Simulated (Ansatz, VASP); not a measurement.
C: VASP beside Ansatz

```xyz
1
Lattice="-1.4028 1.4028 1.4028 1.4028 -1.4028 1.4028 1.4028 1.4028 -1.4028" Properties=species:S:1:pos:R:3 pbc="T T T"
C     0.0000    0.0000    0.0000
```

Alike in both runs: task single point; functional PBE; k mesh 20 × 20 × 20; occupations gaussian, width 0.1 eV; no spin polarisation.

```csv
,VASP,Ansatz
version,VASP 6.6.1,Ansatz 0.2.0
potentials or method,"VASP PAW PBE potentials, release 64 (C)","scalar-relativistic, plane waves, PAW"
plane-wave cutoff (eV),520,420
valence electrons in the cell,4,4
```

```csv
,VASP,Ansatz,Ansatz less VASP
gap on the k mesh at the Fermi level (eV),none,none,-
pressure (GPa),-31.3,-31.3,+0.04
```

A gap of «none» marks a metal or a gap that the smearing closes. With one functional, cell and mesh, what is left measures potentials, basis and numerics.

Caveats: the cell as given lies far from equilibrium; so large a pressure means that the cell lies far from this level's equilibrium, or that cutoff or potentials fall short (VASP).
